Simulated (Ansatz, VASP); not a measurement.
# SiC in VASP and in Ansatz

INCAR

```
PREC = Accurate
ENCUT = 520
EDIFF = 1E-6
ISMEAR = 0
SIGMA = 0.02
LREAL = F
LASPH = T
NELM = 100
ALGO = Normal
ISIF = 2
LWAVE = F
LCHARG = F
GGA = PE
NBANDS = 11
```

File KPOINTS:

```
regular mesh
0
Gamma
  10 10 10
```

File POSCAR:

```
SiC
1.0
    0.0000000000      2.1898675894      2.1898675894
    2.1898675894      0.0000000000      2.1898675894
    2.1898675894      2.1898675894      0.0000000000
Si C
1 1
Direct
    0.0000000000      0.0000000000      0.0000000000
    0.2500000000      0.2500000000      0.2500000000
```

Input for Ansatz:

```yaml
crystal:
  lattice:
    - [0.0, 2.1898675892, 2.1898675892]
    - [2.1898675892, 0.0, 2.1898675892]
    - [2.1898675892, 2.1898675892, 0.0]
  atoms:
    - { symbol: Si, position: [0.0, 0.0, 0.0] }
    - { symbol: C, position: [0.25, 0.25, 0.25] }
basis:
  ecutwfc: 420
kpoints:
  mp_grid: { grid: [10, 10, 10] }
hamiltonian:
  xc: pbe
scf:
  occupations: { method: gaussian, width: 0.02 }
output:
  forces: false
  stress: false
  eigenvalues: true
  eigenstates:
    kpoints:
      - [0.0, 0.0, 0.0]
      - [0.0, 0.006970565, 0.006970565]
      - [0.0, -0.006970565, -0.006970565]
      - [0.006970565, 0.0, 0.006970565]
      - [-0.006970565, 0.0, -0.006970565]
      - [0.006970565, 0.006970565, 0.0]
      - [-0.006970565, -0.006970565, 0.0]
      - [0.004928934, 0.004928934, 0.009857868]
      - [-0.004928934, -0.004928934, -0.009857868]
      - [0.004928934, 0.009857868, 0.004928934]
      - [-0.004928934, -0.009857868, -0.004928934]
      - [0.009857868, 0.004928934, 0.004928934]
      - [-0.009857868, -0.004928934, -0.004928934]
      - [0.008048915, 0.008048915, 0.008048915]
      - [-0.008048915, -0.008048915, -0.008048915]
      - [0.0, 0.5, 0.5]
      - [0.0, 0.506970565, 0.506970565]
      - [0.0, 0.493029435, 0.493029435]
      - [0.006970565, 0.5, 0.506970565]
      - [-0.006970565, 0.5, 0.493029435]
      - [0.006970565, 0.506970565, 0.5]
      - [-0.006970565, 0.493029435, 0.5]
      - [0.004928934, 0.504928934, 0.509857868]
      - [-0.004928934, 0.495071066, 0.490142132]
      - [0.004928934, 0.509857868, 0.504928934]
      - [-0.004928934, 0.490142132, 0.495071066]
      - [0.009857868, 0.504928934, 0.504928934]
      - [-0.009857868, 0.495071066, 0.495071066]
      - [0.008048915, 0.508048915, 0.508048915]
      - [-0.008048915, 0.491951085, 0.491951085]
    e_range: [-2.872844, 2.872844]
checkpoint:
  read: start.run
  write: ck
  compress: false
  write_wavefunctions: false
  write_every: 100000
```

Alike in both runs: task single point; functional PBE; k mesh 10 × 10 × 10; occupations gaussian, width 0.02 eV; no spin polarisation.

|  | VASP | Ansatz |
| --- | --- | --- |
| version | VASP 6.6.1 | Ansatz 0.2.0 |
| potentials or method | VASP PAW PBE potentials, release 64 (Si, C) | scalar-relativistic, plane waves, PAW |
| plane-wave cutoff (eV) | 520 | 420 |
| valence electrons in the cell | 8 | 8 |

```csv
,VASP,Ansatz,Ansatz less VASP
gap on the k mesh at the Fermi level (eV),1.37,1.37,+0.002
least direct gap on the mesh (eV),4.53,4.53,+0.003
```

The functional is the same, so the differences come from potentials, cutoffs and numerics.

A k mesh can miss the band edges. As with any semilocal functional, this PBE gap is likely too small.
